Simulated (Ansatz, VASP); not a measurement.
# GaAs: VASP beside Ansatz

```
CELL_PARAMETERS angstrom
0.00000 2.86558 2.75096
2.86558 0.00000 2.75096
2.86558 2.86558 0.00000
ATOMIC_POSITIONS crystal
Ga 0.00000 0.00000 0.00000
As 0.75000 0.75000 0.75000
```

Alike in both runs: task single point; functional PBE; k mesh 8 × 8 × 8; occupations gaussian, width 0.05 eV; no spin polarisation.

|  | VASP | Ansatz |
| --- | --- | --- |
| version | VASP 6.6.1 | Ansatz 0.2.0 |
| potentials or method | VASP PAW PBE potentials, release 64 (Ga_d, As) | scalar-relativistic, plane waves, PAW |
| plane-wave cutoff (eV) | 520 | 420 |
| valence electrons in the cell | 18 | 28 |

```tsv
	VASP	Ansatz	Ansatz less VASP
gap on the k mesh at the Fermi level (eV)	0.36	0.36	-0.004
least direct gap on the mesh (eV)	0.36	0.36	-0.004
pressure (GPa)	3.4	3.2	-0.17
largest component of the traceless stress (GPa)	1.48	1.48	+0.005
```

The two sets of potentials don't hold the same shells in valence.
